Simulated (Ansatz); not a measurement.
Crystal: Ga.

```xyz
1
Lattice="-1.3844 1.3844 2.3112 1.3844 -1.3844 2.3112 1.3844 1.3844 -2.3112" Properties=species:S:1:pos:R:3 pbc="T T T"
Ga    0.0000    0.0000    0.0000
```

This isn't the form of Ga at room conditions, which is orthorhombic.

- Program: Ansatz 0.2.0
- Task: relaxation of cell and atoms
- Functional: revPBE
- Potentials or basis: Ansatz PAW
- Cutoff: 420 eV (not typed: the program's choice for these potentials)
- k mesh: 13 × 13 × 13
- Occupations: fermi-dirac, width 0.05 eV
- Spin: no spin polarisation

At the start: volume 17.72 Å³/atom.

Task: Where does the relaxation end?

Result: It ends after 10 steps and the volume is 19.45 Å³/atom (+9.8 %); space group I4/mmm (No. 139, to 0.05 Å).

Step by step:
```csv
step,energy change (eV),largest force (eV/Å),volume (Å³)
1,0.0000,0.0000,17.72
2,-0.0218,0.0000,19.41
3,-0.0224,0.0000,19.36
4,-0.0226,0.0000,19.36
5,-0.0235,0.0000,19.39
6,-0.0252,0.0000,19.43
7,-0.0270,0.0000,19.49
8,-0.0271,0.0000,19.47
9,-0.0271,0.0000,19.45
10,-0.0277,0.0000,19.45
```

Final structure:
```cif
data_structure
_symmetry_space_group_name_H-M 'P 1'
_symmetry_Int_Tables_number 1
_cell_length_a 3.0786
_cell_length_b 3.0786
_cell_length_c 3.0786
_cell_angle_alpha 123.432
_cell_angle_beta 123.432
_cell_angle_gamma 84.151
_cell_volume 19.45
loop_
_atom_site_label
_atom_site_type_symbol
_atom_site_fract_x
_atom_site_fract_y
_atom_site_fract_z
_atom_site_occupancy
Ga1 Ga 0.00000 0.00000 0.00000 1
```

Caveat: the plane-wave basis is chosen anew once the cell has moved, so the energies of steps on either side of that aren't comparable; the PAW data sets come from PBE, with cores solved anew for the run's functional, which leaves a small shift of forces and pressure.
